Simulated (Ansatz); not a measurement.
All numbers below come from Ansatz 0.2.0, DFT PBE, scalar-relativistic, plane waves, PAW. All cells share a 420 eV cutoff and Γ-centred k meshes spaced at most about 0.3 Å⁻¹ (about 0.25 or finer for metals, 2π included). No spin polarisation in the final relaxations.

These are static total energies at zero pressure.

Two forms of B were relaxed alike.

1.

```
CELL_PARAMETERS angstrom
1.43940 0.83104 2.88667
-1.43940 0.83104 2.88667
0.00000 -1.66207 2.88667
ATOMIC_POSITIONS crystal
B 0.60219 0.60219 0.60219
B 0.39781 0.39781 0.39781
B 0.00000 0.00000 0.00000
```

2.

```
CELL_PARAMETERS angstrom
2.80175 -1.45356 0.00000
2.80175 1.45356 0.00000
-0.13100 0.00000 3.24326
ATOMIC_POSITIONS crystal
B 0.76900 0.76900 0.17072
B 0.09725 0.09725 0.30566
B 0.90275 0.90275 0.69434
B 0.23100 0.23100 0.82928
```

Question: Which form is favoured at zero pressure, and by what margin per atom?

Answer: Cell 2 is lower, by 121 meV/atom. Cell 1 has space group R-3m (No. 166), 6.9 Å³/atom and no gap on its mesh; cell 2 has space group C2/m (No. 12), 6.6 Å³/atom and no gap. Counting all near atoms (those within 1.25 times the shortest such distance or 1.15 times the sum of covalent radii; a plus sign parts nearer from farther groups; a slash parts the counts of unlike sites), cell 1 has B 6/4+3 and cell 2 has B 6/7. The denser one is the lower, and pressure would at first widen the difference. In cell 1, around B on a site of symmetry 3m lie 4 B at 1.75–1.77 Å and 3 B at 2.00 Å; B on a site of symmetry -3m has 6 B at 1.75 Å. In cell 2, B on its first site is surrounded by 7 B at 1.75–1.87 Å; B on its second site has 6 B at 1.70–1.87 Å. Both come from invented guesses. The part of the Crystallography Open Database at hand lists B in space groups No. 58, 134, 166; sharing a group (R-3m) doesn't make a cell the listed structure.

Cells relaxed within their symmetry can be saddle points.
